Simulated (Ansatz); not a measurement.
# CdHg2Te3: the cost of one run

Computed with Ansatz 0.2.0 (DFT PBE, scalar-relativistic, plane waves, PAW, unless a step's input says otherwise).

**1. The structure to begin with**

It takes space group P6_3mc (No. 186, hexagonal). Conventional cell: a = 4.402 Å, b = 4.402 Å, c = 21.667 Å, α = 90.00°, β = 90.00°, γ = 120.00°. Around Cd (site symmetry 3m) lie 4 Te at 2.70 Å. Hg (site symmetry 3m) is surrounded by 4 Te at 2.70 Å. Te (site symmetry 3m) has 3 Hg at 2.70 Å and 1 Cd at 2.70 Å as nearest neighbours. Te (site symmetry 3m) has 3 Cd at 2.70 Å and 1 Hg at 2.70 Å as nearest neighbours. Te (site symmetry 3m) is surrounded by 4 Hg at 2.70 Å.

Coordinates:

```cif
data_structure
_symmetry_space_group_name_H-M 'P 1'
_symmetry_Int_Tables_number 1
_cell_length_a 4.4016
_cell_length_b 4.4016
_cell_length_c 21.6671
_cell_angle_alpha 90.000
_cell_angle_beta 90.000
_cell_angle_gamma 120.000
_cell_volume 363.55
loop_
_atom_site_label
_atom_site_type_symbol
_atom_site_fract_x
_atom_site_fract_y
_atom_site_fract_z
_atom_site_occupancy
Cd1 Cd 0.33333 0.66667 0.00012 1
Cd2 Cd 0.66667 0.33333 0.50012 1
Hg1 Hg 0.33333 0.66667 0.33345 1
Hg2 Hg 0.33333 0.66667 0.66679 1
Hg3 Hg 0.66667 0.33333 0.16679 1
Hg4 Hg 0.66667 0.33333 0.83345 1
Te1 Te 0.33333 0.66667 0.12488 1
Te2 Te 0.33333 0.66667 0.45821 1
Te3 Te 0.33333 0.66667 0.79155 1
Te4 Te 0.66667 0.33333 0.29155 1
Te5 Te 0.66667 0.33333 0.62488 1
Te6 Te 0.66667 0.33333 0.95821 1
```

The start is an ordering of an alloy on its end members' structure types: elements ordered on the sites of the CdTe type, Cd/Hg on Cd (P6_3mc, No. 186).

**2. The guess as it stands, on a coarse mesh**

The input, input.yaml:

```yaml
crystal:
  lattice:
    - [4.40163228, 0.0, 0.0]
    - [-2.20081614, 3.81192537, 0.0]
    - [0.0, 0.0, 21.66707292]
  atoms:
    - { symbol: Cd, position: [0.33333333, 0.66666667, 0.00012152] }
    - { symbol: Cd, position: [0.66666667, 0.33333333, 0.50012152] }
    - { symbol: Hg, position: [0.33333333, 0.66666667, 0.33345485] }
    - { symbol: Hg, position: [0.33333333, 0.66666667, 0.66678819] }
    - { symbol: Hg, position: [0.66666667, 0.33333333, 0.16678819] }
    - { symbol: Hg, position: [0.66666667, 0.33333333, 0.83345485] }
    - { symbol: Te, position: [0.33333333, 0.66666667, 0.12487848] }
    - { symbol: Te, position: [0.33333333, 0.66666667, 0.45821181] }
    - { symbol: Te, position: [0.33333333, 0.66666667, 0.79154514] }
    - { symbol: Te, position: [0.66666667, 0.33333333, 0.29154514] }
    - { symbol: Te, position: [0.66666667, 0.33333333, 0.62487848] }
    - { symbol: Te, position: [0.66666667, 0.33333333, 0.95821181] }
basis:
  ecutwfc: 420
kpoints:
  mp_grid: { grid: [6, 6, 1] }
hamiltonian:
  xc: pbe
scf:
  occupations: { method: gaussian, width: 0.1 }
  lower_state_search: "off"
output:
  forces: true
  stress: true
  eigenvalues: true
```

Launch:

```console
$ ansatz run input.yaml --threads 1 --pin off --max-ram 2560MiB --backend cpu --events-out ev --progress --plain --runs-dir out
```

**Question.** How long does this run take on 1 thread of Intel Xeon 6975P-C (Granite Rapids), shared host, and how much memory does it need?

About 16 s, with a peak of 0.79 GiB.
